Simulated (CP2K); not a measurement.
# TiAl under changes of volume

One of the cells (16.065 Å³/atom); the others are scaled copies at fixed shape and fractional positions:

```
Ti Al
1.0
     3.17906    0.00000    0.00000
     0.00000    3.17906    0.00000
     0.00000    0.00000    3.17906
Ti Al
1 1
Direct
  0.00000 0.00000 0.00000
  0.50000 0.50000 0.50000
```

The cell comes from a database or a generator and needn't be the stable form of this composition.

```yaml
Program: CP2K 2026.2
Functional: r2SCAN
Potentials_or_basis: POTENTIAL_UZH Ti GTH-SCAN-q12, Al GTH-SCAN-q3; TZVP-MOLOPT-SCAN-GTH basis
Density_cutoff: 9184 eV
k_mesh: 8 × 8 × 8
Occupations: fermi-dirac, width 0.01 eV
Spin: no spin polarisation
```

| volume (Å³/atom) | energy over the lowest point (meV/atom) | pressure (GPa) |
| --- | --- | --- |
| 15.101 | 18.43 | 7.2 |
| 15.422 | ? | ? |
| 15.743 | 0.95 | 1.7 |
| 16.065 | 0.00 | -0.7 |
| 16.386 | 3.67 | -2.9 |
| 16.707 | 11.53 | -4.9 |
| 17.028 | 23.20 | -6.7 |

What does the run at 15.422 Å³/atom give?

Energy over the lowest point 6.93 meV/atom; pressure 4.3 GPa.

Worked out: A Birch-Murnaghan fit of order 3 (a polynomial in V^(-2/3)) to the other rows has its minimum at 15.97 Å³/atom with B0 = V·E''(V) = 117 GPa and B' = 3.6. It gives 6.93 meV/atom at 15.422 Å³/atom, against the run's 6.93, and -dE/dV = 4.3 GPa, against 4.3.

Energies are extrapolated to zero smearing.

Caveats: the basis of atomic orbitals isn't converged, which shifts pressures, moduli and gaps.
